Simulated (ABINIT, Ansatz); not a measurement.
# Quasiparticle gap of RbBr (Fm-3m) in ABINIT, part 3 of 3

Aim: the G0W0 gap of RbBr (Fm-3m) on PBE, step by step.

ABINIT 10.8.3; PBE and many-body steps on it, plane waves. Known limits of the many-body steps: not at the basis limit; no spin-orbit coupling.

So far. Step 4 (Empty states on the mesh, 4×4×4 mesh, 1478 bands): On this mesh the gap is 4.364 eV. Step 5 (Screening, 4×4×4 mesh, 604 bands, screening to 283 eV): Local fields lower ε∞ by 17 %.

The database entry behind the starting cell differs from later determinations by our own check (about 0.5 % short), so it need not match the best structure at ambient conditions.

## Step 6: Self-energy, 4×4×4 mesh, 604 bands, screening to 283 eV

The self-energy is evaluated for the states that the input lists, and the levels follow from it, in one-shot runs by the linearised quasiparticle equation.

This step: G0W0 on PBE, plane waves, norm-conserving pseudopotentials.

run.abi

```
acell 3*1.0 Angstrom
rprim 
  0.000000000000 3.427000000000 3.427000000000
  3.427000000000 0.000000000000 3.427000000000
  3.427000000000 3.427000000000 -0.000000000000
ntypat 2
znucl 37 35
natom 2
typat 1 2
xred 
  0.000000000000 0.000000000000 0.000000000000
  0.500000000000 0.500000000000 0.500000000000
pp_dirpath "pseudos"
pseudos "Rb.upf, Br.upf"
ecut 19
ngkpt 4 4 4
nshiftk 1
shiftk 0 0 0
kptopt 1
chksymbreak 0
istwfk *1
occopt 1
irdwfk 1
optdriver 4
nband 604
gwcalctyp 0
ecutsigx 19
symsigma 1
nkptgw 1
kptgw 
  0.0000000000 0.0000000000 0.0000000000
bdgw 
  6 12
ecuteps 10.4
irdscr 1
ppmodel 1
indata_prefix "in"
outdata_prefix "out"
tmpdata_prefix "tmp"
```

On the command line:

```sh
$ OMP_NUM_THREADS=1 mpirun -n 4 abinit run.abi > log
```

Numbers of over 12 decimals in the logs are rounded to 6 here.

Output:

```text
.Version 10.8.3 of ABINIT. v10.8.2 released Aug 2026.

 Symmetries : space group Fm -3 m (#225); Bravais cF (face-center cubic)
[... echo of the input left out ...]
== DATASET  1 ==================================================================
-   mpi_nproc: 4, omp_nthreads: 1 (-1 if OMP is not activated)

--- !DatasetInfo
iteration_state: {dtset: 1, }
dimensions: {natom: 2, nkpt: 8, mband: 604, nsppol: 1, nspinor: 1, nspden: 1, mpw: 2180, }
cutoff_energies: {ecut:  19.0, pawecutdg:  -1.0, }
electrons: {nelect:   1.60000000E+01, charge:   0.00000000E+00, occopt:   1.00000000E+00, tsmear:   1.00000000E-02, }

 SIGMA: Calculation of the GW corrections

 Based on a program developped by R.W. Godby, V. Olevano, G. Onida, and L. Reining.
 Incorporated in ABINIT by V. Olevano, G.-M. Rignanese, and M. Torrent.
.Using double precision arithmetic ; gwpc =  8

[... cell and pseudopotentials left out ...]
--------------------------------------------------------------------------------

 ==== K-mesh for the wavefunctions ====
 Number of points in the irreducible wedge :     8
[... list of points left out ...]
 Together with 48 symmetry operations and time-reversal symmetry
 yields    64 points in the full Brillouin Zone.

 ==== Q-mesh for screening function ====
 Number of points in the irreducible wedge :     8
[... list of points left out ...]
 Together with 48 symmetry operations and time-reversal symmetry
 yields    64 points in the full Brillouin Zone.

 vcoul_init : cutoff-mode = AUXILIARY_FUNCTION
 q-points for optical limit:   1
     1)      0.000010    0.000020    0.000030
 setmesh: FFT mesh size selected  =    36x   36x   36
          total number of points  =        46656

 Number of electrons calculated from density =   16.0000; Expected =   16.0000
 average of density, n =  0.029454
 r_s =    2.0087
 omega_plasma =   16.5551 [eV]

 === KS Band Gaps ===
  >>>> For spin  1
   Minimum direct gap =   4.3636 [eV], located at k-point      :   0.0000  0.0000  0.0000
   Fundamental gap    =   4.3636 [eV], Top of valence bands at :   0.0000  0.0000  0.0000
                                       Bottom of conduction at :   0.0000  0.0000  0.0000
 SIGMA fundamental parameters:
 PLASMON POLE MODEL  1
 number of plane-waves for SigmaX                 2109
 number of plane-waves for SigmaC and W            893
 number of plane-waves for wavefunctions          2109
 number of bands                                   604
 number of independent spin polarizations            1
 number of spinorial components                      1
 number of k-points in IBZ                           8
 number of q-points in IBZ                           8
 number of symmetry operations                      48
 number of k-points in BZ                           64
 number of q-points in BZ                           64
 number of frequencies for dSigma/dE                 9
 frequency step for dSigma/dE [eV]                0.25
 number of omega for Sigma on real axis              0
 max omega for Sigma on real axis  [eV]           0.00
 zcut for avoiding poles [eV]                     0.10

 EPSILON^-1 parameters (SCR file):
 dimension of the eps^-1 matrix on file            893
 dimension of the eps^-1 matrix used               893
 number of plane-waves for wavefunctions          2109
 number of bands                                   604
 number of q-points in IBZ                           8
 number of frequencies                               2
 number of real frequencies                          1
 number of imag frequencies                          1

 matrix elements of self-energy operator (all in [eV])

 Perturbative Calculation

--- !SelfEnergy_ee
iteration_state: {dtset: 1, }
kpoint     : [   0.000,    0.000,    0.000, ]
spin       : 1
KS_gap     :    4.364
QP_gap     :    6.888
Delta_QP_KS:    2.524
data: !SigmaeeData |
     Band     E0 <VxcDFT>   SigX SigC(E0)      Z dSigC/dE  Sig(E)    E-E0       E
        6  -1.042 -12.668 -16.491   1.353   0.811  -0.233 -14.672  -2.003  -3.045
        7  -1.042 -12.668 -16.491   1.353   0.811  -0.233 -14.672  -2.003  -3.045
        8  -1.042 -12.668 -16.491   1.353   0.811  -0.233 -14.672  -2.003  -3.045
        9   3.322  -6.375  -2.894  -2.880   0.867  -0.153  -5.854   0.521   3.843
       10   6.243  -7.381  -3.248  -3.002   0.862  -0.160  -6.406   0.974   7.218
       11   6.243  -7.381  -3.248  -3.002   0.862  -0.160  -6.406   0.974   7.218
       12   6.243  -7.381  -3.248  -3.002   0.862  -0.160  -6.406   0.974   7.218

== END DATASET(S) ==============================================================
================================================================================

 -outvars: echo values of variables after computation  --------
           etotal      0.0000000000E+00
            nband         604
             nkpt           8
          spgroup         225
 [... the other variables as echoed above ...]

 Calculation completed.
```

Elapsed: 5.1 min, on 4 MPI ranks of Arm Neoverse V1, shared host; peak memory 4.5 GiB; 20 min of CPU time.

This step gave:

| Item | Value |
| --- | --- |
| G0W0 gap on the points computed | 6.888 eV |
| starting gap on the mesh | 4.364 eV |
| k of the valence top | 0, 0, 0 |
| k of the conduction bottom | 0, 0, 0 |
| Z at the valence top | 0.811 |
| Z at the conduction bottom | 0.867 |
| least direct G0W0 gap on the computed points | 6.888 eV |

The gap on the mesh goes from 4.36 eV to 6.89 eV, a correction of +2.52 eV.

Limits: finite bands, cutoff and mesh; no spin-orbit coupling. v1 is the top filled band, c1 the lowest empty one. Levels before and after the correction, in eV, zero at the valence-band top of each column:

|  | conduction bottom | valence top |
| --- | --- | --- |
| Kohn-Sham | 4.36 | 0.00 |
| G0W0 | 6.89 | 0.00 |

|  | level | energy (eV) |
| --- | --- | --- |
| Kohn-Sham | Γ v3-v1 | 0.000 |
| Kohn-Sham | Γ c1 | 4.364 |
| Kohn-Sham | Γ c2-c4 | 7.285 |
| G0W0 | Γ v3-v1 | 0.000 |
| G0W0 | Γ c1 | 6.888 |
| G0W0 | Γ c2-c4 | 10.263 |

## Step 7: Where the time went

Times are wall times on 4 MPI ranks of Arm Neoverse V1, shared host, good to a factor of about two.

| step | time | share | memory (GiB) |
| --- | --- | --- | --- |
| ground state | 5.7 s | 1 % | 0.27 |
| bands along the symmetry lines | 8.7 s | 1 % | 0.26 |
| empty states on the mesh | 27 s | 3 % | 1.4 |
| screening | 9.1 min | 61 % | 3.3 |
| self-energy | 5.1 min | 34 % | 4.5 |

## Step 8: Outcome

```
PBE gap              : 4.36 eV, direct
G0W0 gap on the mesh : 6.89 eV
GW settings          : 4×4×4 mesh, 604 bands, screening to 283 eV, Godby-Needs plasmon pole
known limits         : not at the basis limit; no spin-orbit coupling
```

**Reading.** G0W0 moves the gap on the mesh from 4.36 eV to 6.89 eV (+2.52 eV), with Z of 0.81 and 0.87 at the edges. Local fields lower the RPA ε∞ on this mesh from 2.84 to 2.37. Only 1 of the mesh's irreducible points was corrected, so a valley elsewhere could overtake. The dearest step here is «screening». Bands and cutoff are finite, so the gap is not at the basis limit. The miss can reach some tenths of an eV and take either sign; the mesh is an error of its own. In the G0W0 run levels were corrected at 1 k point alone, so a gap called «on the mesh» is the least over those, and an edge elsewhere would be missed. The many-body steps are scalar-relativistic: spin-orbit coupling is not in them.

[Paths, hosts, dates, memory and timing lines, banners, echoed tables and standing remarks are left out of the program output.]

[Logs are printed without paths, hosts, clocks, repeated set-up lines and the standing remarks that a program may print on its own settings, such as how far it seeks lower states.]

[Runs of the session that timed out or met a known fault of the program may be left out.]

[Hosts, paths, dates, database ids (printed as entryN), source tags and the programs' standing remarks are cut or masked in the printed files.]

[G0W0 gaps are taken among the corrected bands and points alone; a level outside them can change the order at an edge.]

[Where Ansatz stands beside ABINIT at settings called matched, ABINIT's density can come from a denser mesh and the files from another edition; pairs whose starting gaps differed by over 0.03 eV were left out, so agreement reads better than it is.]
